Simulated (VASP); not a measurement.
**VASP inputs for BaO (strained rocksalt)**

INCAR

```
LREAL = .FALSE.
IBRION = -1
ISMEAR = -1
SIGMA = 0.02
NSW = 0
LASPH = .TRUE.
GGA = PE
NBANDS = 15
ENCUT = 520
LWAVE = .FALSE.
ISIF = 2
PREC = Accurate
EDIFF = 1E-7
NELM = 120
LCHARG = .FALSE.
```

KPOINTS

```
KPOINTS created by Atomic Simulation Environment
0
Gamma
8 8 8
0 0 0
```

KPOINTS_OPT

```
special points
6
Reciprocal
0.0000000000 0.0000000000 0.0000000000 1
0.5000000000 0.0000000000 0.5000000000 1
0.6250000000 0.2500000000 0.6250000000 1
0.3750000000 0.3750000000 0.7500000000 1
0.5000000000 0.5000000000 0.5000000000 1
0.5000000000 0.2500000000 0.7500000000 1
```

POSCAR

```
Ba O
 1.0000000000000000
     0.0000000000000000    2.7589145524999998    2.7719426830999998
     2.7589145524999998    0.0000000000000000    2.7719426830999998
     2.7589145524999998    2.7589145524999998    0.0000000000000000
 Ba  O
   1   1
Cartesian
  0.0000000000000000  0.0000000000000000  0.0000000000000000
  2.7589145524999998  2.7589145524999998  2.7719426830999998
```

VASP ran with the recommended PBE PAW datasets (16 valence electrons in the cell).

**Question.** Estimate the main results of this run.

**Answer.** gap between bands v and c 1.94 eV; least direct gap 1.94 eV; pressure 3.6 GPa.

Band v is the last that the valence electrons fill when counted band by band, and c is the next. Levels in eV from the top of v:

```tsv
point	v−1	v	c	c+1
Γ	-0.36	-0.36	3.56	4.64
X	-0.17	0.00	1.94	5.99
K	-0.77	-0.18	3.41	6.57
L	-1.52	-1.52	4.92	7.16
W	-0.24	-0.21	4.60	4.61
```
